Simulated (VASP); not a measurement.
# BaS (Fm-3m) in VASP: settings compared, part 2 of 2

VASP 6.6.1. Earlier steps stand in the parts before.

## 3. Band structure, PBE-EpsX

The input, POSCAR:

```
BaS
1.0
    0.0000000000      3.1937500000      3.1937500000
    3.1937500000      0.0000000000      3.1937500000
    3.1937500000      3.1937500000      0.0000000000
Ba S
1 1
Direct
    0.0000000000      0.0000000000      0.0000000000
    0.5000000000      0.5000000000      0.5000000000
```

The input, INCAR.step1:

```
PREC = Accurate
ENCUT = 520
EDIFF = 1E-8
ISMEAR = 0
SIGMA = 0.02
LREAL = F
LASPH = T
NELM = 60
ALGO = Normal
ISIF = 2
LWAVE = F
LCHARG = F
GGA = PE
LEPSILON = T
```

The input, KPOINTS.step1:

```
Automatic mesh
0
G
  8 8 8
  0 0 0
```

The input, INCAR.step2:

```
PREC = Accurate
ENCUT = 520
EDIFF = 1E-5
ISMEAR = 0
SIGMA = 0.02
LREAL = F
LASPH = T
NELM = 60
ALGO = Normal
ISIF = 2
LWAVE = T
LCHARG = F
NBANDS = 15
GGA = PE
```

The input, KPOINTS.step2:

```
regular mesh
0
Gamma
  6 6 6
```

The input, INCAR.step3:

```
PREC = Accurate
ENCUT = 520
EDIFF = 1E-6
ISMEAR = 0
SIGMA = 0.02
LREAL = F
LASPH = T
NELM = 60
ALGO = Normal
ISIF = 2
LWAVE = F
LCHARG = F
GGA = PE
LHFCALC = T
AEXX = 0.2044
PRECFOCK = Fast
NBANDS = 15
ISTART = 1
HFRCUT = -1
```

The input, KPOINTS.step3:

```
regular mesh
0
Gamma
  6 6 6
```

The input, KPOINTS_OPT:

```
path GXWKGLUWLK,UX
12
line-mode
reciprocal
 0.0000000000  0.0000000000  0.0000000000  G
 0.5000000000  0.0000000000  0.5000000000  X

 0.5000000000  0.0000000000  0.5000000000  X
 0.5000000000  0.2500000000  0.7500000000  W

 0.5000000000  0.2500000000  0.7500000000  W
 0.3750000000  0.3750000000  0.7500000000  K

 0.3750000000  0.3750000000  0.7500000000  K
 0.0000000000  0.0000000000  0.0000000000  G

 0.0000000000  0.0000000000  0.0000000000  G
 0.5000000000  0.5000000000  0.5000000000  L

 0.5000000000  0.5000000000  0.5000000000  L
 0.6250000000  0.2500000000  0.6250000000  U

 0.6250000000  0.2500000000  0.6250000000  U
 0.5000000000  0.2500000000  0.7500000000  W

 0.5000000000  0.2500000000  0.7500000000  W
 0.5000000000  0.5000000000  0.5000000000  L

 0.5000000000  0.5000000000  0.5000000000  L
 0.3750000000  0.3750000000  0.7500000000  K

 0.6250000000  0.2500000000  0.6250000000  U
 0.5000000000  0.0000000000  0.5000000000  X
```

Potentials or basis: VASP PAW PBE potentials, release 64 (Ba_sv, S).

Started as:

```console
> cat potpaw_PBE.64/Ba_sv/POTCAR potpaw_PBE.64/S/POTCAR > POTCAR
> cp INCAR.step1 INCAR
> cp KPOINTS.step1 KPOINTS
> mpirun -np 1 vasp_std > vasp.out
> cp INCAR.step2 INCAR
> cp KPOINTS.step2 KPOINTS
> mpirun -np 1 vasp_std > vasp.out
> cp INCAR.step3 INCAR
> cp KPOINTS.step3 KPOINTS
> mpirun -np 1 vasp_std > vasp.out
```

OUTCAR:

```text
PREC = Accurate
   ENCUT = 520
   EDIFF = 1E-6
   ISMEAR = 0
   LREAL = F
   LASPH = T
   NELM = 60
   ISIF = 2
   GGA = PE
   LHFCALC = T
   AEXX = 0.2044
   PRECFOCK = Fast
   ISTART = 1

 ion  position               nearest neighbor table
   1  0.000  0.000  0.000-   2 3.19   2 3.19   2 3.19   2 3.19   2 3.19   2 3.19
   2  0.500  0.500  0.500-   1 3.19   1 3.19   1 3.19   1 3.19   1 3.19   1 3.19

  LATTYP: Found a face centered cubic cell.
 ALAT       =     6.3875000000

  Lattice vectors:

 A1 = (   0.0000000000,   3.1937500000,   3.1937500000)
 A2 = (   3.1937500000,   0.0000000000,   3.1937500000)
 A3 = (   3.1937500000,   3.1937500000,   0.0000000000)

Analysis of symmetry for initial positions (statically):
=====================================================================
 Subroutine PRICEL returns:
 Original cell was already a primitive cell.

 Routine SETGRP: Setting up the symmetry group for a
 face centered cubic supercell.

 Subroutine GETGRP returns: Found 48 space group operations
[... 175 lines left out ...]
      1     -26.9186      2.00000
      2     -11.0989      2.00000
      3     -11.0989      2.00000
      4     -11.0989      2.00000
      5     -10.6739      2.00000
      6       0.6236      2.00000
      7       0.6236      2.00000
      8       0.6236      2.00000
      9       5.5645      0.00000
     10       5.9311      0.00000
     11       5.9311      0.00000
     12       5.9311      0.00000
     13       6.8755      0.00000
     14       6.8755      0.00000
[... 257 lines left out ...]
      2     -11.7082      2.00000
      3     -11.5528      2.00000
      4     -11.3913      2.00000
      5     -10.0012      2.00000
      6      -0.3539      2.00000
      7       0.0203      2.00000
      8       0.2020      2.00000
      9       5.1829      0.00000
     10       7.6684      0.00000
     11       8.3750      0.00000
     12       9.1802      0.00000
     13       9.8276      0.00000
     14      10.5620      0.00000
     15      12.0803      0.00000

------------------------ aborting loop because EDIFF is reached ----------------------------------------

  FORCE on cell =-STRESS in cart. coord.  units (eV):
  Direction    XX          YY          ZZ          XY          YZ          ZX
  --------------------------------------------------------------------------------------
  -------------------------------------------------------------------------------------
  Total        0.4225448      0.4225448      0.4225448      0.0000000      0.0000000      0.0000000
  in kB       10.3908382     10.3908382     10.3908382      0.0000000      0.0000000      0.0000000
  external PRESSURE =      10.3908382 kB  Pullay stress =       0.0000000 kB

 VOLUME and BASIS-vectors are now :
 -----------------------------------------------------------------------------
  energy-cutoff  :      520.00
  volume of cell :       65.15
      direct lattice vectors                 reciprocal lattice vectors
     0.000000000  3.193750000  3.193750000    -0.156555773  0.156555773  0.156555773
     3.193750000  0.000000000  3.193750000     0.156555773 -0.156555773  0.156555773
     3.193750000  3.193750000  0.000000000     0.156555773  0.156555773 -0.156555773

 POSITION                                       TOTAL-FORCE (eV/Angst)
 -----------------------------------------------------------------------------------
      0.00000      0.00000      0.00000        -0.000000      0.000000     -0.000000
      3.19375      3.19375      3.19375         0.000000     -0.000000      0.000000
 -----------------------------------------------------------------------------------
    total drift:                               -0.000000     -0.000000      0.000000

  FREE ENERGIE OF THE ION-ELECTRON SYSTEM (eV)
  ---------------------------------------------------
  free  energy   TOTEN  =       -11.7508262306 eV

  energy  without entropy=      -11.7508262306  energy(sigma->0) =      -11.75082623
```

OUTCAR.step1:

```text
PREC = Accurate
   ENCUT = 520
   EDIFF = 1E-8
   ISMEAR = 0
   LREAL = F
   LASPH = T
   NELM = 60
   ISIF = 2
   GGA = PE
   LEPSILON = T

 ion  position               nearest neighbor table
[... 642 lines left out ...]
  x     0.00000     0.00000     0.00000     0.00000     0.00000     0.00000
  y     0.00000     0.00000     0.00000     0.00000     0.00000     0.00000
  z     0.00000     0.00000     0.00000     0.00000     0.00000     0.00000

 BORN EFFECTIVE CHARGES (including local field effects) (in |e|, cummulative output)
 ---------------------------------------------------------------------------------
 ion    1
    1     2.61906     0.00000     0.00000
    2    -0.00000     2.61906     0.00000
    3     0.00000    -0.00000     2.61906
 ion    2
    1    -2.61906    -0.00000    -0.00000
    2     0.00000    -2.61906    -0.00000
    3    -0.00000     0.00000    -2.61906
```

Wall time 83 min (1 thread of AMD EPYC 9R45 (Zen 5), shared host); peak memory 0.32 GiB.

Results:

* Free energy: -11.7508 eV
* Pressure: 1.0 GPa
* Band gap on the k mesh: 3.41 eV, indirect (least direct gap 3.57 eV)
* Band gap along the path: 3.41 eV, indirect (least direct gap 3.57 eV)

Levels at the corners of the path, in eV from the valence-band top:
| point | band 5 | band 6 | band 7 | band 8 | band 9 | band 10 | band 11 | band 12 |
| --- | --- | --- | --- | --- | --- | --- | --- | --- |
| Γ | -11.30 | 0.00 | 0.00 | 0.00 | 4.94 | 5.31 | 5.31 | 5.31 |
| X | -11.19 | -0.61 | -0.16 | -0.16 | 3.41 | 7.48 | 7.56 | 9.18 |
| X | -11.19 | -0.61 | -0.16 | -0.16 | 3.41 | 7.48 | 7.56 | 9.18 |
| W | -10.48 | -1.22 | -0.55 | -0.55 | 5.72 | 5.72 | 7.88 | 8.44 |
| W | -10.48 | -1.22 | -0.55 | -0.55 | 5.72 | 5.72 | 7.88 | 8.44 |
| K | -10.54 | -1.03 | -0.66 | -0.61 | 4.66 | 7.49 | 8.19 | 8.38 |
| K | -10.54 | -1.03 | -0.66 | -0.61 | 4.66 | 7.49 | 8.19 | 8.38 |
| Γ | -11.30 | 0.00 | 0.00 | 0.00 | 4.94 | 5.31 | 5.31 | 5.31 |
| Γ | -11.30 | 0.00 | 0.00 | 0.00 | 4.94 | 5.31 | 5.31 | 5.31 |
| L | -9.79 | -2.10 | -1.17 | -1.17 | 7.04 | 7.09 | 7.93 | 7.93 |
| L | -9.79 | -2.10 | -1.17 | -1.17 | 7.04 | 7.09 | 7.93 | 7.93 |
| U | -10.54 | -1.03 | -0.66 | -0.61 | 4.66 | 7.49 | 8.19 | 8.38 |
| U | -10.54 | -1.03 | -0.66 | -0.61 | 4.66 | 7.49 | 8.19 | 8.38 |
| W | -10.48 | -1.22 | -0.55 | -0.55 | 5.72 | 5.72 | 7.88 | 8.44 |
| W | -10.48 | -1.22 | -0.55 | -0.55 | 5.72 | 5.72 | 7.88 | 8.44 |
| L | -9.79 | -2.10 | -1.17 | -1.17 | 7.04 | 7.09 | 7.93 | 7.93 |
| L | -9.79 | -2.10 | -1.17 | -1.17 | 7.04 | 7.09 | 7.93 | 7.93 |
| K | -10.54 | -1.03 | -0.66 | -0.61 | 4.66 | 7.49 | 8.19 | 8.38 |
| U | -10.54 | -1.03 | -0.66 | -0.61 | 4.66 | 7.49 | 8.19 | 8.38 |
| X | -11.19 | -0.61 | -0.16 | -0.16 | 3.41 | 7.48 | 7.56 | 9.18 |

Caveat: the PAW data sets were made with another functional, which shifts forces and pressure a little; spin-orbit coupling is left out, which moves the levels of the heavy elements.

## 4. Comparison with measurements

Step 3. Measured gap of BaS: 3.806 eV (indirect; 2 K; a printed reference work, monograph, original work of 1988). This calculation gives 3.41 eV (-0.40 eV). Spin-orbit coupling on Ba is left out. The value is that of PBE-EpsX, without temperature or zero-point motion.
